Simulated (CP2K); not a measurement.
Runs of CP2K 2026.2 on I. It takes space group Fmmm (No. 69, orthorhombic). The conventional cell has a = 4.384 Å, b = 4.731 Å, c = 7.820 Å, α = 90.00°, β = 90.00°, γ = 90.00°. I (site symmetry mmm) is surrounded by 4 I at 3.23 Å. 

```csv
level,potentials or basis,smearing,NGRIDS,basis sets,potentials,points a segment of the path (NPOINTS),bands added on the path,gap on the mesh (eV),pressure (GPa)
PBEsol,POTENTIAL_UZH I GTH-PBE-q7; TZVP-MOLOPT-PBE-GTH basis,fermi-dirac 0.0259 eV,5,I TZVP-MOLOPT-PBE-GTH-q7,I GTH-PBE-q7 of POTENTIAL_UZH,8,2,none,(a)
r2SCAN,POTENTIAL_UZH I GTH-SCAN-q7; TZVP-MOLOPT-SCAN-GTH basis,fermi-dirac 0.01 eV,5,I TZVP-MOLOPT-SCAN-GTH-q7,I GTH-SCAN-q7 of POTENTIAL_UZH,10,2,none,0.6
LDA,GTH_POTENTIALS I GTH-PADE-q7; TZVP-MOLOPT-PBE-GTH basis,fermi-dirac 0.05 eV,4,I TZVP-MOLOPT-PBE-GTH-q7,I GTH-PADE-q7 of GTH_POTENTIALS,10,6,none,-1.5
TB-mBJ,POTENTIAL_UZH I GTH-PBE-q7; TZVP-MOLOPT-PBE-GTH basis,fermi-dirac 0.01 eV,4,I TZVP-MOLOPT-PBE-GTH-q7,I GTH-PBE-q7 of POTENTIAL_UZH,10,6,none,-
```

Alike in all rows: task band structure; no spin polarisation; cell as given; k mesh 9 × 9 × 9.

Fill in the values left out.

(a) -0.4.

Caveats: spin-orbit coupling is left out, which moves the levels of the heavy elements; the basis of atomic orbitals isn't converged, which shifts pressures, moduli and gaps; an odd number of electrons without spin polarisation forces a metal; a magnetic or distorted state may lie lower; the potentials were made for another functional, which shifts forces and pressure (some runs); this is a model potential without an energy functional, so only levels have meaning (some runs).

A k mesh can miss the band edges, and the runs leave out spin-orbit coupling on I.

A gap of «none» marks a metal or a gap under the smearing width.

Runs at the PBE level aren't shown here.
